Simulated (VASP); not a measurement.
# CdF2 in VASP: one cell, several levels of theory, part 1 of 2

CdF2 in the fluorite structure, under -0.5 % strain along x alone is computed at one geometry. Runs: PBE, r2SCAN. The results are then set beside those of Ansatz 0.2.0 for the same cell.

Code: VASP 6.6.1. PAW datasets, plane waves. Spin-unpolarised throughout; all numbers are computed.

## 1. The system as given

The cell comes from an earlier relaxation with r2SCAN in another program, then strained, with the atoms relaxed again.

Space group I4/mmm (No. 139), tetragonal; a = 3.810 Å, c = 5.361 Å in the conventional setting, 12.97 Å³ an atom. Cd has 8 F at 2.33 Å; F has 4 Cd at 2.33 Å.

The structure in full:

```cif
data_structure
_symmetry_space_group_name_H-M 'I4/mmm'
_symmetry_Int_Tables_number 139
_cell_length_a 3.8101
_cell_length_b 3.8101
_cell_length_c 5.3614
_cell_angle_alpha 90.000
_cell_angle_beta 90.000
_cell_angle_gamma 90.000
_cell_volume 77.83
loop_
_atom_site_label
_atom_site_type_symbol
_atom_site_symmetry_multiplicity
_atom_site_Wyckoff_symbol
_atom_site_fract_x
_atom_site_fract_y
_atom_site_fract_z
_atom_site_occupancy
Cd1 Cd 2 a 0.00000 0.00000 0.00000 1
F1 F 4 d 0.50000 0.00000 0.25000 1
```

## 2. PBE

Input file INCAR:

```
ENCUT = 520.000000
SIGMA = 0.020000
EDIFF = 1.00e-07
GGA = PE
PREC = Accurate
IBRION = -1
ISIF = 2
ISMEAR = -1
NBANDS = 20
NELM = 120
NSW = 0
LASPH = .TRUE.
LCHARG = .FALSE.
LWAVE = .FALSE.
LREAL = .FALSE.
```

Input file KPOINTS:

```
KPOINTS created by Atomic Simulation Environment
0
Gamma
8 8 8
0 0 0
```

Input file KPOINTS_OPT:

```
special points
7
Reciprocal
0.0000000000 0.0000000000 0.0000000000 1
0.5000000000 0.0000000000 0.5000000000 1
0.6250000000 0.2500000000 0.6250000000 1
0.3750000000 0.3750000000 0.7500000000 1
0.5000000000 0.5000000000 0.5000000000 1
0.5000000000 0.2500000000 0.7500000000 1
0.2552080000 -0.5000000000 -0.2447920000 1
```

Input file POSCAR:

```
Cd F
 1.0000000000000000
     0.0000000000000000    2.6941776810000002    2.6941776810000002
     2.6807067926000001    0.0000000000000000    2.6941776810000002
     2.6807067926000001    2.6941776810000002    0.0000000000000000
 Cd  F
   1   2
Cartesian
  0.0000000000000000  0.0000000000000000  0.0000000000000000
  1.3403533963000001  1.3470888405000001  1.3470888405000001
  4.0210601888999999  4.0412665215000008  4.0412665215000008
```

The run uses the recommended PBE PAW datasets (26 valence electrons a neutral cell).

Run with:

```
mpirun -np 1 vasp_std
```

Printed to the terminal (iteration lines stand in OSZICAR):

```text
POSCAR found type information on POSCAR CdF
 POSCAR found :  2 types and       3 ions
 LDA part: xc-table for (Slater+PW92), standard interpolation
 POSCAR, INCAR and KPOINTS ok, starting setup
 FFT: planning ... GRIDC
 FFT: planning ... GRID_SOFT
 FFT: planning ... GRID
 WAVECAR not read
 entering main loop
 Start KPOINTS_OPT (optional k-point list driver)
k-point batch [1-7\7]
```

OSZICAR:

```text
N       E                     dE             d eps       ncg     rms          rms(c)
DAV:   1     0.191530114418E+03    0.19153E+03   -0.15681E+04  2504   0.132E+03
DAV:   2    -0.440665294777E+01   -0.19594E+03   -0.18842E+03  2604   0.341E+02
DAV:   3    -0.125181641371E+02   -0.81115E+01   -0.80909E+01  2680   0.754E+01
DAV:   4    -0.125516727504E+02   -0.33509E-01   -0.33507E-01  2584   0.502E+00
DAV:   5    -0.125517940047E+02   -0.12125E-03   -0.12125E-03  2652   0.270E-01    0.103E+01
DAV:   6    -0.108204603827E+02    0.17313E+01   -0.39549E+00  2980   0.371E+01    0.752E+00
DAV:   7    -0.108656518405E+02   -0.45191E-01   -0.88098E-01  2424   0.849E+00    0.429E+00
DAV:   8    -0.108588291320E+02    0.68227E-02   -0.13174E-01  2444   0.343E+00    0.699E-01
DAV:   9    -0.108504392204E+02    0.83899E-02   -0.32211E-02  2816   0.226E+00    0.866E-02
DAV:  10    -0.108510045037E+02   -0.56528E-03   -0.28505E-03  2428   0.582E-01    0.119E-01
DAV:  11    -0.108511025829E+02   -0.98079E-04   -0.11848E-04  2584   0.107E-01    0.363E-02
DAV:  12    -0.108511234802E+02   -0.20897E-04   -0.34955E-05  2416   0.518E-02    0.183E-02
DAV:  13    -0.108511252644E+02   -0.17843E-05   -0.62274E-06  2564   0.201E-02    0.303E-03
DAV:  14    -0.108511250600E+02    0.20443E-06   -0.49124E-07  2516   0.880E-03    0.803E-04
DAV:  15    -0.108511250923E+02   -0.32293E-07   -0.62341E-08  2044   0.238E-03
   1 F= -.10851125E+02 E0= -.10851125E+02  d E =-.334073E-11
       N       E                     dE             ncg
DAV:   1     0.266649226267E+04   -0.59281E+04      288
DAV:   2     0.132791664195E+04   -0.13386E+04      308
DAV:   3     0.127030045049E+04   -0.57616E+02      316
DAV:   4     0.127006126612E+04   -0.23918E+00      296
DAV:   5     0.127006041090E+04   -0.85521E-03      312
DAV:   6     0.127006040654E+04   -0.43602E-05      296
DAV:   7     0.127006040652E+04   -0.24180E-07      240
```

The lines after F= are the extra pass for the points of KPOINTS_OPT, at fixed density; their E is not a total energy.

OUTCAR, selected sections:

```text
k-points           NKPTS =     59   k-points in BZ     NKDIM =     59   number of bands    NBANDS=     20

   NELECT =      26.0000    total number of electrons

   dimension x,y,z NGX =    28 NGY =   28 NGZ =   28
   dimension x,y,z NGXF=    56 NGYF=   56 NGZF=   56

  energy-cutoff  :      520.00
  volume of cell :       38.92
      direct lattice vectors                 reciprocal lattice vectors
     0.000000000  2.694177681  2.694177681    -0.186517974  0.185585384  0.185585384
     2.680706793  0.000000000  2.694177681     0.186517974 -0.185585384  0.185585384
     2.680706793  2.694177681  0.000000000     0.186517974  0.185585384 -0.185585384

 k-points in reciprocal lattice and weights: KPOINTS created by Atomic Simulation Env
   0.00000000  0.00000000  0.00000000       0.002
   0.12500000 -0.00000000 -0.00000000       0.016
   0.25000000 -0.00000000 -0.00000000       0.016
   0.37500000  0.00000000  0.00000000       0.016
   0.50000000 -0.00000000 -0.00000000       0.008
   0.12500000  0.12500000  0.00000000       0.008
   0.25000000  0.12500000 -0.00000000       0.031
   0.37500000  0.12500000  0.00000000       0.031
[... 51 more k-points ...]

 E-fermi :  -0.8288

 k-point     1 :       0.0000    0.0000    0.0000
  band No.  band energies     occupation
      1     -22.1069      2.00000
      2     -20.9887      2.00000
      3      -6.9062      2.00000
      4      -6.9062      2.00000
      5      -6.9037      2.00000
      6      -5.6777      2.00000
      7      -5.6755      2.00000
      8      -2.2722      2.00000
      9      -2.2722      2.00000
     10      -2.2289      2.00000
     11      -1.7781      2.00000
     12      -1.7630      2.00000
     13      -1.7630      2.00000
     14       1.8100      0.00000
     15      11.4424      0.00000
     16      11.4567      0.00000
     17      11.4567      0.00000
     18      16.4084      0.00000
     19      18.6008      0.00000
     20      18.7155      0.00000

 k-point     2 :       0.1250   -0.0000   -0.0000
  band No.  band energies     occupation
      1     -22.0565      2.00000
      2     -21.0329      2.00000
      3      -6.8467      2.00000
      4      -6.8445      2.00000
      5      -6.7375      2.00000
      6      -5.6959      2.00000
      7      -5.6940      2.00000
      8      -2.7355      2.00000
      9      -2.3742      2.00000
     10      -2.3506      2.00000
     11      -1.8770      2.00000
     12      -1.7595      2.00000
     13      -1.7550      2.00000
     14       2.3924      0.00000
     15      10.7380      0.00000
     16      11.6807      0.00000
     17      11.6865      0.00000
     18      17.4250      0.00000
     19      18.2060      0.00000
     20      18.3127      0.00000

 k-point     3 :       0.2500   -0.0000   -0.0000
  band No.  band energies     occupation
      1     -21.9205      2.00000
      2     -21.1547      2.00000
      3      -6.7099      2.00000
      4      -6.7059      2.00000
      5      -6.2865      2.00000
      6      -5.7103      2.00000
      7      -5.7099      2.00000
      8      -3.4728      2.00000
      9      -2.6546      2.00000
     10      -2.6390      2.00000
     11      -2.4002      2.00000
     12      -1.7232      2.00000
     13      -1.7223      2.00000
     14       3.6997      0.00000
     15       9.5628      0.00000
     16      12.2792      0.00000
     17      12.2852      0.00000
     18      17.5481      0.00000
     19      17.6382      0.00000
     20      18.3590      0.00000

 k-point     4 :       0.3750    0.0000    0.0000
  band No.  band energies     occupation
      1     -21.7328      2.00000
      2     -21.3244      2.00000
      3      -6.5979      2.00000
      4      -6.5913      2.00000
      5      -5.7203      2.00000
      6      -5.6588      2.00000
      7      -5.6565      2.00000
      8      -3.9722      2.00000
      9      -3.1207      2.00000
     10      -2.9824      2.00000
     11      -2.9696      2.00000
     12      -1.6853      2.00000
     13      -1.6829      2.00000
     14       5.1258      0.00000
     15       8.5134      0.00000
     16      12.9441      0.00000
     17      12.9693      0.00000
     18      17.0818      0.00000
     19      17.1504      0.00000
     20      17.8796      0.00000

 k-point     5 :       0.5000   -0.0000   -0.0000
  band No.  band energies     occupation
      1     -21.5626      2.00000
      2     -21.4867      2.00000
      3      -6.5642      2.00000
      4      -6.5565      2.00000
      5      -5.6068      2.00000
      6      -5.6030      2.00000
      7      -5.4166      2.00000
      8      -4.0683      2.00000
      9      -3.5689      2.00000
     10      -3.1366      2.00000
     11      -3.1244      2.00000
     12      -1.6693      2.00000
     13      -1.6668      2.00000
     14       5.9347      0.00000
     15       7.9015      0.00000
     16      13.2486      0.00000
     17      13.2858      0.00000
     18      16.9176      0.00000
     19      16.9737      0.00000
     20      17.5265      0.00000

 k-point     6 :       0.1250    0.1250    0.0000
  band No.  band energies     occupation
      1     -22.0416      2.00000
      2     -21.0451      2.00000
      3      -6.8171      2.00000
      4      -6.8164      2.00000
      5      -6.6949      2.00000
      6      -5.7596      2.00000
      7      -5.6592      2.00000
      8      -2.8424      2.00000
      9      -2.5062      2.00000
     10      -2.4706      2.00000
     11      -1.7646      2.00000
     12      -1.7392      2.00000
     13      -1.7192      2.00000
     14       2.5386      0.00000
     15      10.6082      0.00000
     16      11.7113      0.00000
     17      11.7316      0.00000
     18      16.9229      0.00000
     19      18.3990      0.00000
     20      18.8366      0.00000

 k-point     7 :       0.2500    0.1250   -0.0000
  band No.  band energies     occupation
      1     -21.9385      2.00000
      2     -21.1352      2.00000
      3      -6.6905      2.00000
      4      -6.6904      2.00000
      5      -6.3540      2.00000
      6      -5.8451      2.00000
      7      -5.6479      2.00000
      8      -3.4652      2.00000
      9      -2.7972      2.00000
     10      -2.7547      2.00000
     11      -1.9055      2.00000
     12      -1.7595      2.00000
     13      -1.6720      2.00000
     14       3.5322      0.00000
     15       9.7763      0.00000
     16      12.0934      0.00000
     17      12.1406      0.00000
     18      16.0663      0.00000
     19      18.5922      0.00000
     20      19.6236      0.00000

 k-point     8 :       0.3750    0.1250    0.0000
  band No.  band energies     occupation
      1     -21.7756      2.00000
      2     -21.2790      2.00000
      3      -6.5591      2.00000
      4      -6.5555      2.00000
      5      -5.8639      2.00000
      6      -5.8261      2.00000
      7      -5.6164      2.00000
      8      -4.0467      2.00000
      9      -3.1520      2.00000
     10      -3.1217      2.00000
     11      -2.3702      2.00000
     12      -1.7345      2.00000
     13      -1.6287      2.00000
     14       4.8820      0.00000
     15       8.9043      0.00000
     16      12.4932      0.00000
     17      12.7323      0.00000
     18      15.3628      0.00000
     19      18.0371      0.00000
     20      19.6693      0.00000

 k-point     9 :       0.5000    0.1250    0.0000
  band No.  band energies     occupation
      1     -21.5932      2.00000
      2     -21.4482      2.00000
      3      -6.5179      2.00000
      4      -6.4852      2.00000
      5      -5.6997      2.00000
      6      -5.6128      2.00000
      7      -5.4785      2.00000
      8      -4.3268      2.00000
      9      -3.4706      2.00000
     10      -3.2601      2.00000
     11      -2.8098      2.00000
     12      -1.6960      2.00000
     13      -1.6259      2.00000
     14       5.9666      0.00000
     15       8.2043      0.00000
     16      12.5992      0.00000
     17      13.2128      0.00000
     18      15.1712      0.00000
     19      17.4467      0.00000
     20      19.4906      0.00000

 k-point    10 :      -0.3750    0.1250    0.0000
  band No.  band energies     occupation
      1     -21.6472      2.00000
      2     -21.3977      2.00000
      3      -6.5441      2.00000
      4      -6.4861      2.00000
      5      -5.7195      2.00000
      6      -5.6315      2.00000
      7      -5.5485      2.00000
      8      -4.3030      2.00000
      9      -3.3182      2.00000
     10      -3.0829      2.00000
     11      -2.9190      2.00000
     12      -1.6735      2.00000
     13      -1.6617      2.00000
     14       5.6931      0.00000
     15       8.4160      0.00000
     16      12.3813      0.00000
     17      13.2605      0.00000
     18      15.6771      0.00000
     19      16.9470      0.00000
     20      19.5684      0.00000

[... the tables of k-points 11 to 59 left out ...]

  Total        1.7365668      1.6053466      1.6053466     -0.0000000      0.0000000      0.0000000
  in kB       71.4941143     66.0918036     66.0918036     -0.0000000      0.0000000      0.0000000
  external PRESSURE =      67.8925739 kB  Pullay stress =       0.0000000 kB

 POSITION                                       TOTAL-FORCE (eV/Angst)
 -----------------------------------------------------------------------------------
      0.00000      0.00000      0.00000         0.000000     -0.000000     -0.000000
      1.34035      1.34709      1.34709         0.000000      0.000000      0.000000
      4.02106      4.04127      4.04127        -0.000000     -0.000000     -0.000000
 -----------------------------------------------------------------------------------
    total drift:                                0.000000      0.000000      0.000000

  FREE ENERGIE OF THE ION-ELECTRON SYSTEM (eV)
  ---------------------------------------------------
  free  energy   TOTEN  =       -10.8511250923 eV

  energy  without entropy=      -10.8511250923  energy(sigma->0) =      -10.85112509
```

Hardware: 1 MPI rank of Intel Xeon Platinum 8488C, shared host.

The levels at the points of KPOINTS_OPT are read from vasprun.xml.

Near the gap, in eV above the top of the last filled band v; c is the band after it:

```
point    v−1      v     c    c+1
    Γ  -0.49  -0.49  3.08  12.71
    X  -0.10  -0.08  8.04   9.68
    U  -0.36  -0.20  8.00  10.78
    K  -0.36  -0.20  8.00  10.78
    L  -0.40  -0.39  7.21   9.17
    W  -0.61  -0.01  8.11  11.50
```

The PBE gap is 3.08 eV and indirect ((0.26, -0.50, -0.24) to Γ), with 3.57 eV as the least direct one. The pressure is 6.79 GPa; the forces vanish within 0.01 eV/Å.

(Continued in part 2 of 2.)
